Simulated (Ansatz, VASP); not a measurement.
## One calculation of YbH3, two programs

```
CELL_PARAMETERS angstrom
0.00000 2.60497 2.60497
2.60497 0.00000 2.60497
2.60497 2.60497 0.00000
ATOMIC_POSITIONS crystal
Yb 0.00000 0.00000 0.00000
H 0.50000 0.50000 0.50000
H 0.25000 0.25000 0.25000
H 0.75000 0.75000 0.75000
```

The cell comes from a database or a generator and needn't be the stable form of this composition.

Alike in both runs: task single point; functional PBEsol; k mesh 9 × 9 × 9; occupations gaussian, width 0.1 eV; collinear spin, ferromagnetic start.

|  | VASP | Ansatz |
| --- | --- | --- |
| version | VASP 6.6.1 | Ansatz 0.2.0 |
| potentials or method | VASP PAW PBE potentials, release 64 (Yb, H) | Ansatz PAW |
| plane-wave cutoff (eV) | 520 | 420 |
| valence electrons in the cell | 27 | 27 |

```csv
,VASP,Ansatz,Ansatz less VASP
gap on the k mesh at the Fermi level (eV),none,none,-
pressure (GPa),-9.0,-8.9,+0.06
net moment per atom (μB),0.00,0.00,0.000
```

A gap of «none» marks a metal or a gap that the smearing closes.

Caveats: spin-orbit coupling is left out, which moves the levels of the heavy elements; without U or exact exchange the open f shell lies at the Fermi level, which spoils levels, moments and volumes; the PAW data sets were made with another functional, which shifts forces and pressure a little (VASP); the PAW data sets come from PBE, with cores solved anew for the run's functional, which leaves a small shift of forces and pressure (Ansatz); the starting moments weren't kept (Ansatz). The state reached can hang on the start; a lower one may exist.
